## Question

The eight rows below describe the 5p orbital of doubly charged ions in non-relativistic Hartree-Fock. ε(5p) is the orbital eigenvalue, <r>(5p) the mean radius and <r²>(5p) the mean square radius. The candidates are Cs²⁺ (5p⁵, Z = 55), Ce²⁺, Pr²⁺, Pm²⁺, Tb²⁺, Ho²⁺ and Yb²⁺ ([Xe] 4fⁿ, Z = 58, 59, 61, 65, 67, 70) and Lu²⁺ ([Xe] 4f¹⁴ 6s¹, Z = 71).

Three limits apply. Correlation and relativity are absent, and relativity is large for elements this heavy. By a first-order estimate from further output of the same calculation, spin–orbit coupling would split 5p by about 2 eV in Ce²⁺ and 4 eV in Er²⁺, more than the step between neighbouring 4fⁿ ions, so the eigenvalues should not be read as measured 5p levels. That estimate takes the bare central field on non-relativistic orbitals, without two-electron terms, and such values miss measured fine structure by tens of per cent. Open shells are averaged over the configuration, so no row is a level or a term. Closed shells of the same l can be mixed without changing the total energy, so single-orbital values may jump by convention between an open 5p⁵ and a closed 5p⁶ shell.

Doubly charged ions from Cs2+ to Lu2+, computed with the B-spline radial atomic code, version 1, in all-electron non-relativistic Hartree-Fock averaged over the configuration, for a spherical atom with a point nucleus at the radial basis limit. ε(5p) is the eigenvalue of the 5p orbital, and <r>(5p) and <r²>(5p) are its radial moments. Candidates: Cs2+, Ce2+, Pr2+, Pm2+, Tb2+, Ho2+, Yb2+, Lu2+.

```
row  ε(5p) (eV)  <r>(5p) (bohr)  <r²>(5p) (bohr²)
  A    -54.0658          1.4402            2.3467
  B    -33.5301          2.0210            4.6019
  C    -44.3093          1.5795            2.8282
  D    -37.9184          1.8384            3.8118
  E    -38.7554          1.8013            3.6619
  F    -46.1481          1.5160            2.6095
  G    -40.2880          1.7357            3.4037
  H    -43.0327          1.6264            2.9956
```

(a) From limiting cases, deduce how ε and <r> respond when one proton and one electron are added.
(b) Assign the rows and state how sure each assignment is.
(c) Estimate the change of ε from one 4fⁿ ion to the next with frozen orbitals and judge the estimate. Use these values from further output of the same calculation, which are meant for this part only. <1/r> is that of 5p, and F⁰, G² and G⁴ are the direct and exchange Slater integrals of 5p with 4f.

- Ce²⁺: <1/r> = 0.69781 bohr⁻¹; F⁰ = 0.57934, G² = 0.11923, G⁴ = 0.089995 hartree.
- Er²⁺ (Z = 68, not among the rows): <1/r> = 0.82306 bohr⁻¹; F⁰ = 0.70748, G² = 0.10665, G⁴ = 0.082721 hartree.

## Model answer

### (a) Limiting cases

If the added electron lies wholly inside the 5p shell, Gauss's theorem says that it cancels the added proton wherever the 5p electron moves, and neither ε nor <r> changes. If it lies wholly outside, on a sphere of radius R, it exerts no force within. The 5p orbital then feels the whole proton and contracts strongly, while the outer electron adds the constant +1/R to the potential, which makes ε shallower and leaves the shape alone. To first order, with all orbitals frozen, the proton wins, since it deepens ε by <1/r>, which exceeds 1/R. Part (c) shows that such first-order sizes are much too large, so only the sign is used here.

A 4f electron is near the first limit but not at it. Further output of the same calculation puts <r>(4f)/<r>(5p) at 0.58 for Ce²⁺ and 0.48 for Er²⁺, and the inner lobes of 5p reach inside the 4f shell. Each 4f step should thus give a small contraction and a small deepening. A 6s electron is near the second limit, so Lu²⁺ should be a large step beyond Yb²⁺. Cs²⁺ has the fewest protons and should be the largest and shallowest.

Hydrogenic formulas supply scales on which to count steps. With n = 5 and l = 1, <r> = [3n² − l(l+1)]/2Z = 36.5/Z bohr defines Z_r = 36.5/<r>. The energy ε = −Z²/2n² hartree defines Z_e = 5√(2|ε|). The shape ratio q = <r²>/<r>² is independent of Z and equals 1500/36.5² = 1.1259. For row H, Z_r = 36.5/1.6264 = 22.442, and with |ε| = 43.0327/27.211 = 1.5814 hartree, Z_e = 5√3.1629 = 8.892. In a pure Coulomb field the two would agree. Here two things part them. The neighbours at the same distance (the 5s pair and the other 5p electrons) act partly as outer charge: they raise the potential, and so lower Z_e, more than they push the orbital out. The further output gives the 5p–5p repulsion integral, and <1/r>(5p) as an upper bound for the repulsion by one 5s electron. Together they show that removing the neighbours' whole repulsion from ε would still leave Z_e well below Z_r, so this is not the whole gap. The rest, by argument, comes from penetration: the strong field of the core squeezes the inner lobes, the outer lobe resembles an orbital of smaller effective n, and keeping n = 5 inflates Z_r (as n²) more than Z_e (as n). Both numbers are counting scales and neither is a charge that the electron sees.

### (b) Assignment

Sorted by falling radius the rows run B, D, E, G, H, C, F, A, and ε deepens in the same order.

Row A breaks the relation between the columns. From G to H, ε deepens by 2.74 eV (40.2880 to 43.0327) while <r> falls by 0.1093 bohr. From F to A it deepens by 7.92 eV while <r> falls by only 0.0758 bohr. The shape ratio rises steadily from 1.1267 (B) through 1.1278 (D) to 1.1354 (F), then drops to 1.1314 at A, against a rounding of 0.0001. A is the smallest, the deepest and of another kind, so it is Lu²⁺.

Row B does not stand out in that way, since from B to D the energy changes by 4.39 eV over 0.1826 bohr, about 24 eV per bohr against 25 for G to H. It is placed by spacing. The 4fⁿ candidates are separated in Z by 1, 2, 4, 2, 3. The gaps in Z_r along D, E, G, H, C, F are 0.409, 0.766, 1.413, 0.666 and 0.968, which per unit of Z give 0.409, 0.383, 0.353, 0.333 and 0.323, a smooth and slowly falling sequence. The gap from B to D, 19.854 − 18.060 = 1.794, would as a single 4f step be over four times the largest of these. Hence D = Ce²⁺, E = Pr²⁺, G = Pm²⁺, H = Tb²⁺, C = Ho²⁺, F = Yb²⁺ and B = Cs²⁺.

The central pattern 2, 4, 2 reads the same in both directions. The reversed order fails at the ends, where it would need 0.409/3 = 0.14 and 0.97 per step, and it contradicts (a). Other choices of the two odd rows were tried as well. For each of the 28 pairs removed, the remaining six were mapped in order of size onto the six Z values, and Z was fitted by least squares as a quadratic in Z_r and in Z_e. Removing B and A leaves rms errors of 0.015 and 0.016 in Z. The next best choice, removing B and H, leaves 0.179 and 0.173.

A is sure, on three separate signs. G, H, C and F are sure from the spacing. D and E are the closest pair (0.0371 bohr, 0.837 eV), far above rounding, but their order rests on the steady contraction argued in (a). B is the least directly tested. It follows from its place at the end and by elimination, and its values may contain the convention jump.

Doubly charged ions from Cs2+ to Lu2+, computed with the B-spline radial atomic code, version 1, in all-electron non-relativistic Hartree-Fock averaged over the configuration, for a spherical atom with a point nucleus at the radial basis limit. ε(5p) is the eigenvalue of the 5p orbital, and <r>(5p) and <r²>(5p) are its radial moments.

```
species   Z  electrons      configuration  ε(5p) (eV)  <r>(5p) (bohr)  <r²>(5p) (bohr²)
   Cs2+  55         53  [Kr] 4d10 5s2 5p5    -33.5301          2.0210            4.6019
   Ba2+  56         54  [Kr] 4d10 5s2 5p6    -35.9709          1.9262            4.1800
   La2+  57         55           [Xe] 5d1    -40.3628          1.8203            3.7301
   Ce2+  58         56           [Xe] 4f2    -37.9184          1.8384            3.8118
   Pr2+  59         57           [Xe] 4f3    -38.7554          1.8013            3.6619
   Nd2+  60         58           [Xe] 4f4    -39.5408          1.7673            3.5269
   Pm2+  61         59           [Xe] 4f5    -40.2880          1.7357            3.4037
   Sm2+  62         60           [Xe] 4f6    -41.0058          1.7060            3.2903
   Eu2+  63         61           [Xe] 4f7    -41.6999          1.6781            3.1852
   Gd2+  64         62       [Xe] 4f7 5d1    -46.1141          1.6054            2.9117
   Tb2+  65         63           [Xe] 4f9    -43.0327          1.6264            2.9956
   Dy2+  66         64          [Xe] 4f10    -43.6770          1.6024            2.9094
   Ho2+  67         65          [Xe] 4f11    -44.3093          1.5795            2.8282
   Er2+  68         66          [Xe] 4f12    -44.9311          1.5575            2.7514
   Tm2+  69         67          [Xe] 4f13    -45.5436          1.5363            2.6786
   Yb2+  70         68          [Xe] 4f14    -46.1481          1.5160            2.6095
   Lu2+  71         69      [Xe] 4f14 6s1    -54.0658          1.4402            2.3467
```

All eight assignments hold. As a check that uses none of them, quadratics for Z in Z_r and in Z_e were fitted by least squares to Nd, Sm, Eu, Dy, Er and Tm only (largest residuals 0.007 and 0.008 in Z). Tb²⁺, worked above and outside this fit, reads 65.00 from the radius and 64.99 from the energy. The worst 4fⁿ row is the extrapolated Ce²⁺, at 57.93 on both. Lu²⁺ reads 74.21 and 84.84, and Cs²⁺ 53.67 and 53.23. The residuals exceed the rounding, about 0.0009/0.32 = 0.003 in Z on the radius scale, so the quadratic is an interpolant and its coefficients mean nothing physical.

### (c) Frozen-orbital estimate

With orbitals held fixed, the proton shifts ε by −<1/r> and the 4f electron by the averaged interaction V = F⁰ − (3/70)G² − (2/63)G⁴, where F⁰ is the direct and G², G⁴ the exchange Slater integrals of 5p with 4f. For Ce²⁺ the question gives <1/r> = 0.69781 bohr⁻¹, F⁰ = 0.57934, G² = 0.11923 and G⁴ = 0.089995 hartree. Then V = 0.57934 − 0.00511 − 0.00286 = 0.57137, and Δε = 0.57137 − 0.69781 = −0.1264 hartree = −3.44 eV. The table gives −0.837 eV from Ce to Pr, so the estimate has the right sign and is 4.1 times too large. For Er²⁺ the same sum gives −3.34 eV against −0.612 eV from Er to Tm in the full table, a factor 5.5. Rows C and F of the question, Ho²⁺ and Yb²⁺, give nearly the same mean step, −0.613 eV.

The cancelled fraction V/<1/r> rises from 0.819 to 0.851 as 4f sinks further inside 5p, the direction that shrinking steps in Z_r require. From Ce to Er the frozen step shrinks by 0.10 eV and the tabulated step by 0.22 eV, so the frozen estimate carries less than half of the flattening of ε. The missing piece is relaxation, because the frozen expression leaves out nothing but the change of the orbitals. The uncancelled part of the proton draws in the other shells and the five 5p partners, and their repulsion at the 5p electron grows. The further output agrees: from Ce²⁺ to Er²⁺ the 4f, 4d and 5s radii shrink and the 5p–5p repulsion integral rises from 13.3 to 15.8 eV. It does not show how the deficit divides among the shells.

## Remarks on the reasoning

Sorting by size is not a safe method in general. La²⁺ (5d¹) is 0.0181 bohr smaller than Ce²⁺ and falls between Ce²⁺ and Pr²⁺ in radius, and Gd²⁺ (4f⁷ 5d¹) is smaller than Tb²⁺. The radius alone would misplace them, and the energy exposes them. Against least-squares cubics in Z through the twelve 4fⁿ rows (largest residuals 0.0081 eV and 0.0004 bohr), Gd²⁺ lies 3.73 eV deeper and 0.0459 bohr smaller, La²⁺ 3.30 eV and 0.0566 bohr, Lu²⁺ 7.30 eV and 0.0551 bohr. Only the Gd offset is interpolated, and that of Lu refers to a 4f¹⁵ shell that cannot exist.

The Lu offset is 1.95 times that of Gd in energy and 1.20 times in radius. The second limit offers a reading: once an electron has left 4f for a place largely outside 5p, moving it farther changes the force little but keeps lowering 1/R. The further output supports that 6s lies beyond 5d, since the total density reaches farther out in Lu²⁺ than in Gd²⁺ although the inner shells of Lu²⁺ are smaller. The share of each effect is not shown by these columns. The rule for a neighbouring case is that an ion with one electron moved from 4f to an outer shell has a 5p about 0.05 bohr smaller and several eV deeper than the 4fⁿ curve, deeper for 6s than for 5d. This rests on three rows, two of them measured from an extrapolated curve, and the radii of the outer shells are not in the table. Ba²⁺, which is 4f⁰, lies close to the extrapolated curve (+0.19 eV, +0.0076 bohr). Cs²⁺ lies off it (+1.68 eV, +0.0579 bohr), with the sign that follows if a 5p partner screens less well than a 4f electron. Convention explains little of the energy offset, since in the further output the ionisation energy taken from total energies rises from Cs²⁺ to Ba²⁺ by nearly as much as −ε does; it may still touch the radius.

A straight line through the twelve 4fⁿ rows has slope 0.350 in Z_r and 0.071 in Z_e per unit of Z. Reading 1 − 0.350 = 0.650 as the screening constant of 4f is a mistake. From Yb²⁺ to Lu²⁺, Z_r rises by 25.344 − 24.077 = 1.267 for one proton, more than a true charge could, so the scale overstates changes.

The rise of q along the 4fⁿ rows may come from an outer tail that contracts more slowly than the bulk, since Z_e grows by 10% from Ce to Yb (8.347 to 9.208) and Z_r by 21% (19.854 to 24.077); this is a guess. The smooth passage through 4f⁷ says nothing about real half-filled shells, because the configuration average leaves out the alignment of spins.
